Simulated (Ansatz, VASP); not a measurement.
# Si53MoC54 (Mo_Si): VASP beside Ansatz, part 2 of 2

One calculation is typed for both programs; each brings its own data sets. How far apart do they land? Of the first pair: The structure shown is the start of the Ansatz relaxation below; VASP solves that cell, so the two are compared at the walk's first step.

VASP 6.6.1 and Ansatz 0.2.0.

So far. Step 3 (VASP: single point, r2SCAN, start cell, pair 1): The run ends at a pressure of 2.30 GPa, with forces up to 6.4 eV/Å.

## Step 5: Ansatz: relaxation, r2SCAN

Level of this step: Ansatz beside VASP: Kohn-Sham DFT, plane waves, r2SCAN (Ansatz).

This run makes the geometry at which the two programs are then compared.

The structure compared here is the end of the Ansatz relaxation.

File input.yaml:

```yaml
crystal:
  lattice:
    - [9.23599493, 0.0, 0.0]
    - [-4.61799746, 7.99860624, 0.0]
    - [0.0, 0.0, 15.1078644]
  atoms:
    - { symbol: Si, position: [0.11111111, 0.22222222, 0.8329854] }
    - { symbol: Si, position: [0.22222222, 0.11111111, 0.3329854] }
[... 2 atom lines left out ...]
    - { symbol: Si, position: [0.0, 0.0, 0.49972248] }
[... 2 atom lines left out ...]
    - { symbol: C, position: [0.0, 0.0, 0.37436694] }
    - { symbol: C, position: [0.11111111, 0.22222222, 0.70799668] }
[... 4 atom lines left out ...]
    - { symbol: Si, position: [0.22222222, 0.44444444, 0.3329854] }
[... 2 atom lines left out ...]
    - { symbol: Si, position: [0.0, 0.33333333, 0.49972248] }
[... 8 atom lines left out ...]
    - { symbol: Si, position: [0.22222222, 0.77777778, 0.3329854] }
    - { symbol: Si, position: [0.22222222, 0.77777778, 0.66650102] }
[... 1 atom line left out ...]
    - { symbol: Si, position: [0.0, 0.66666667, 0.49972248] }
[... 2 atom lines left out ...]
    - { symbol: C, position: [0.0, 0.66666667, 0.37436694] }
    - { symbol: C, position: [0.11111111, 0.88888889, 0.70799668] }
[... 1 atom line left out ...]
    - { symbol: C, position: [0.22222222, 0.77777778, 0.54152848] }
[... 2 atom lines left out ...]
    - { symbol: Si, position: [0.55555556, 0.11111111, 0.3329854] }
    - { symbol: Si, position: [0.55555556, 0.11111111, 0.66650102] }
[... 1 atom line left out ...]
    - { symbol: Si, position: [0.33333333, 0.0, 0.49972248] }
[... 2 atom lines left out ...]
    - { symbol: C, position: [0.33333333, 0.0, 0.37436694] }
    - { symbol: C, position: [0.44444444, 0.22222222, 0.70799668] }
[... 1 atom line left out ...]
    - { symbol: C, position: [0.55555556, 0.11111111, 0.54152848] }
[... 2 atom lines left out ...]
    - { symbol: Si, position: [0.55555556, 0.44444444, 0.3329854] }
    - { symbol: Si, position: [0.55555556, 0.44444444, 0.66650102] }
[... 3 atom lines left out ...]
    - { symbol: C, position: [0.33333333, 0.33333333, 0.87436694] }
[... 2 atom lines left out ...]
    - { symbol: C, position: [0.55555556, 0.44444444, 0.20799668] }
[... 5 atom lines left out ...]
    - { symbol: Si, position: [0.44444444, 0.88888889, 0.16650102] }
[... 2 atom lines left out ...]
    - { symbol: C, position: [0.33333333, 0.66666667, 0.87436694] }
    - { symbol: C, position: [0.33333333, 0.66666667, 0.37436694] }
[... 1 atom line left out ...]
    - { symbol: C, position: [0.55555556, 0.77777778, 0.20799668] }
[... 3 atom lines left out ...]
    - { symbol: Si, position: [0.88888889, 0.11111111, 0.3329854] }
[... 1 atom line left out ...]
    - { symbol: Si, position: [0.77777778, 0.22222222, 0.16650102] }
[... 2 atom lines left out ...]
    - { symbol: C, position: [0.66666667, 0.0, 0.87436694] }
    - { symbol: C, position: [0.66666667, 0.0, 0.37436694] }
    - { symbol: C, position: [0.77777778, 0.22222222, 0.70799668] }
    - { symbol: C, position: [0.88888889, 0.11111111, 0.20799668] }
[... 2 atom lines left out ...]
    - { symbol: Si, position: [0.77777778, 0.55555556, 0.8329854] }
    - { symbol: Si, position: [0.88888889, 0.44444444, 0.3329854] }
    - { symbol: Si, position: [0.88888889, 0.44444444, 0.66650102] }
    - { symbol: Si, position: [0.77777778, 0.55555556, 0.16650102] }
[... 2 atom lines left out ...]
    - { symbol: C, position: [0.66666667, 0.33333333, 0.87436694] }
[... 2 atom lines left out ...]
    - { symbol: C, position: [0.88888889, 0.44444444, 0.20799668] }
[... 2 atom lines left out ...]
    - { symbol: Si, position: [0.77777778, 0.88888889, 0.8329854] }
    - { symbol: Si, position: [0.88888889, 0.77777778, 0.3329854] }
[... 1 atom line left out ...]
    - { symbol: Si, position: [0.77777778, 0.88888889, 0.16650102] }
[... 2 atom lines left out ...]
    - { symbol: C, position: [0.66666667, 0.66666667, 0.87436694] }
    - { symbol: C, position: [0.66666667, 0.66666667, 0.37436694] }
    - { symbol: C, position: [0.77777778, 0.88888889, 0.70799668] }
    - { symbol: C, position: [0.88888889, 0.77777778, 0.20799668] }
[... 1 atom line left out ...]
    - { symbol: C, position: [0.77777778, 0.88888889, 0.04152848] }
  host:
    repeats: [3, 3, 1]
    atoms:
      - { symbol: Si, position: [0.33333333, 0.66666667, 0.8329854] }
      - { symbol: Si, position: [0.66666667, 0.33333333, 0.3329854] }
      # ... 10 more atoms of the perfect host
basis:
  ecutwfc: 500
  xc_grid: 2
hamiltonian:
  xc: r2scan
  pseudopotentials: { kind: paw, azcp: { folder: soft_1 } }
kpoints:
  mp_grid: { grid: [1, 1, 1], shift: [0.25, 0.25, 0.25] }
scf:
  occupations: { method: fixed }
  max_iter: 60
output:
  forces: true
  charged_corrections:
    epsilon: [7.09, 7.09, 7.35]
    static_epsilon: [10.43, 10.43, 10.95]
    defect_position: [0.666667, 0.666667, 0.499722]
relax:
  f_tol: 0.02
  max_steps: 80
  random_displacement: { amplitude: 0.05, seed: 4776 }
checkpoint:
  write: "../q0.relax.run"
  compress: false
  write_wavefunctions: true
  write_every: 100000
```

Launch:

```sh
ansatz run input.yaml --threads 4 --pin off --max-ram 15073MiB --backend cpu --events-out ev --progress --plain --runs-dir out
```

Numbers of over 12 decimals in the logs are rounded to 6 here.

Output:

```text
[...]
Crystal: 108 atoms, lattice volume = 1116.095 Å³
Basis set: ecut = 500 eV, 28399 PW (Γ), exchange–correlation on 144×144×240 points (8 copies of the dense FFT grid, shifted against one another)
Bands: 329, of which v1, the nominal top of the filled ones, is band 221 counted from 1 (220 counted from 0)
Symmetry: 1 space group operations
k-points: 1
[...]
SCF iter   1: F=—  HF=-52515.805131 eV  |F-HF|=—  |Δ(HF+E_count)|=         —  Δρ=1.36e-1  dr2=2.66e2  dr2_τ=2.87e1  ethr=3.10e-3  ⟨swp⟩=5.0  Hψ=1125  notcnv=0  defer=104
[...]
- { symbol: C, position: [-0.00138579, 0.334361, 0.374329] }
[...]
- { symbol: Si, position: [0.888371, 0.780553, 0.331086] }
    - { symbol: Si, position: [0.890787, 0.777881, 0.669298] }
    - { symbol: Si, position: [0.777467, 0.889192, 0.165944] }
    - { symbol: Mo, position: [0.666729, 0.667096, 0.495889] }
    - { symbol: Si, position: [0.666795, 0.666215, 0.999614] }
[...]
- { symbol: C, position: [0.777798, 0.888282, 0.708291] }
    - { symbol: C, position: [0.889724, 0.778849, 0.206410] }
    - { symbol: C, position: [0.899433, 0.778767, 0.546178] }
    - { symbol: C, position: [0.777813, 0.888819, 0.041225] }
```

## Step 6: VASP: single point, r2SCAN, relaxed cell, pair 2

The same cell, functional and mesh now go to VASP, with its own data sets.

File INCAR:

```
SYSTEM = Si53MoC54
PREC = Accurate
ENCUT = 580
EDIFF = 1E-06
NELM = 120
ISMEAR = 0
SIGMA = 0.01
LREAL = Auto
ALGO = Normal
METAGGA = R2SCAN
LASPH = .TRUE.
NBANDS = 296
LORBIT = 11
LWAVE = .FALSE.
LCHARG = .FALSE.
ISIF = 2
ISYM = 0
GGA_COMPAT = .FALSE.
LMIXTAU = .TRUE.
NCORE = 2
```

File POSCAR:

```
Si53MoC54
1.0
    9.2359949308     -0.0000000029      0.0000000000
   -4.6179974629      7.9986062407      0.0000000000
    0.0000000000      0.0000000000     15.1078644000
Si C Mo
53 54 1
Direct
    0.1113820594      0.2216168407      0.8329455865
    0.2210827718      0.1116996584      0.3329269941
[... 2 atom lines left out ...]
    0.0005422732      0.0006032849      0.5002093869
[... 2 atom lines left out ...]
    0.2211724434      0.4455167083      0.3328473670
    0.2224669957      0.4443052888      0.6664643577
[... 4 atom lines left out ...]
    0.2202150324      0.7787747251      0.3325445614
[... 2 atom lines left out ...]
    0.0015366241      0.6659790787      0.4993059045
[... 8 atom lines left out ...]
    0.5520587936      0.4442606211      0.3310240000
    0.5550194284      0.4422836039      0.6691790639
[... 1 atom line left out ...]
    0.3326760257      0.3326862107      0.5002586761
[... 2 atom lines left out ...]
    0.5519341249      0.7808563678      0.3297993512
    0.5551340057      0.7776772866      0.6669699769
[... 1 atom line left out ...]
    0.3299602686      0.6671347180      0.4996237267
[... 2 atom lines left out ...]
    0.8874019182      0.1117786315      0.3328261988
    0.8886336837      0.1104611615      0.6664609310
[... 1 atom line left out ...]
    0.6659887019      0.0033631999      0.4995606046
[... 2 atom lines left out ...]
    0.8874789288      0.4453757061      0.3327425133
    0.8890042870      0.4439089984      0.6664427153
[... 1 atom line left out ...]
    0.6671182042      0.3315908646      0.4993100751
[... 2 atom lines left out ...]
    0.8883711076      0.7805526952      0.3310861371
    0.8907868600      0.7778809763      0.6692980772
[... 3 atom lines left out ...]
    0.9985823342      0.0009182255      0.3747967836
[... 2 atom lines left out ...]
    0.2222656397      0.1109198081      0.5424388603
[... 5 atom lines left out ...]
    0.2227711420      0.4446192638      0.5415022281
[... 2 atom lines left out ...]
    0.9975145921      0.6679862416      0.3740971708
    0.1131230511      0.8890255710      0.7096607434
[... 1 atom line left out ...]
    0.2216000030      0.7783347097      0.5415889033
[... 3 atom lines left out ...]
    0.4439547768      0.2199363172      0.7096291751
[... 1 atom line left out ...]
    0.5547479834      0.1115673471      0.5416034959
[... 2 atom lines left out ...]
    0.3318427277      0.3341448762      0.3748282572
    0.4446072006      0.5551398916      0.7082857895
    0.5540656690      0.4432019778      0.2063954806
    0.5545864446      0.4340093442      0.5460838499
[... 2 atom lines left out ...]
    0.3308612817      0.6681138831      0.3740914993
    0.4444518090      0.8885013996      0.7084601725
    0.5539786349      0.7791347031      0.2059359228
    0.5488008617      0.7847313356      0.5423985161
[... 2 atom lines left out ...]
    0.6648492729      0.0020758317      0.3740477084
[... 2 atom lines left out ...]
    0.8885508363      0.1104386811      0.5414897245
[... 2 atom lines left out ...]
    0.6648762881      0.3353414086      0.3740807158
    0.7783675162      0.5545108782      0.7093071268
[... 1 atom line left out ...]
    0.8896687629      0.4434647947      0.5413326413
[... 2 atom lines left out ...]
    0.6630279003      0.6692891526      0.3630588104
    0.7777977563      0.8882815659      0.7082912579
    0.8897242649      0.7788493585      0.2064102529
    0.8994331479      0.7787665355      0.5461784786
[... 1 atom line left out ...]
    0.6667286661      0.6670963764      0.4958892478
```

File KPOINTS:

```
Points of the shifted mesh
1
Reciprocal
 0.2500000000  0.2500000000  0.2500000000 1
```

PAW data sets: Si, C and Mo_sv (PBE family, release 64).

Launch:

```sh
mpirun -np 8 vasp_std
```

Output:

```text
[banner, memory and clock lines left out]
running    8 mpi-ranks, on    1 nodes
[...]
[... a notice as in an earlier step ...]

 LDA part: xc-table for (None), standard interpolation
 POSCAR, INCAR and KPOINTS ok, starting setup
[...]
entering main loop
       N       E                     dE             d eps       ncg     rms          rms(c)
DAV:   1     0.138192283491E+04    0.13819E+04   -0.22633E+05   608   0.153E+03
DAV:   2    -0.105044811622E+04   -0.24324E+04   -0.23042E+04   720   0.266E+02
DAV:   3    -0.122436174723E+04   -0.17391E+03   -0.17190E+03   720   0.662E+01
DAV:   4    -0.122857238150E+04   -0.42106E+01   -0.41901E+01   720   0.111E+01
[...]
DAV:  27    -0.106023362732E+04   -0.95623E-05   -0.30081E-05   376   0.214E-03    0.637E-02
DAV:  28    -0.106023362486E+04    0.24674E-05   -0.13174E-06   368   0.151E-03    0.673E-02
DAV:  29    -0.106023362435E+04    0.50316E-06   -0.17282E-07   344   0.489E-04
   1 F= -.10602336E+04 E0= -.10602336E+04  d E =-.139469E-04
```

Parts of OUTCAR (step 6):

```text
  FREE ENERGIE OF THE ION-ELECTRON SYSTEM (eV)
  ---------------------------------------------------
  free  energy   TOTEN  =     -1060.2336243522 eV

  energy  without entropy=    -1060.2336104053  energy(sigma->0) =    -1060.23361738
```

The run ends at a pressure of 0.90 GPa, with forces up to 0.066 eV/Å.

## Step 7: Differences

Compared:

```
              quantity  Ansatz   VASP  difference
gap on the k mesh (eV)   0.057  0.052      +0.005
```

At this near-relaxed geometry the largest component of a force difference is 49 meV/Å. A gap on the mesh is an upper bound, since the band edges may lie between its points. VASP's last cycles still show a density residual of 7e-03, so its state may not be settled.

## Step 8: Outcome

| Property | Result |
| --- | --- |
| r.m.s. force difference (single point, r2SCAN, start cell, pair 1) | 1.0 % of the r.m.s. force |
| difference in gap on the k mesh (single point, r2SCAN, relaxed cell, pair 2) | 0.0050 eV |

The r.m.s. force difference is 1.0 % of the r.m.s. force (single point, r2SCAN, start cell, pair 1), within the 3 % picked in this series as the mark of a large difference. Such differences can come from data sets, numerical settings and the points named under the comparisons, not from the functional's error against experiment.

[Lines on the potential files, build, host, timing and source positions are cut from VASP's logs without a mark.]

[Logs are printed without paths, hosts, clocks, repeated set-up lines and the standing remarks that a program may print on its own settings, such as how far it seeks lower states.]

[Hosts, paths, dates, database ids (printed as entryN), source tags and the programs' standing remarks are cut or masked in the printed files.]
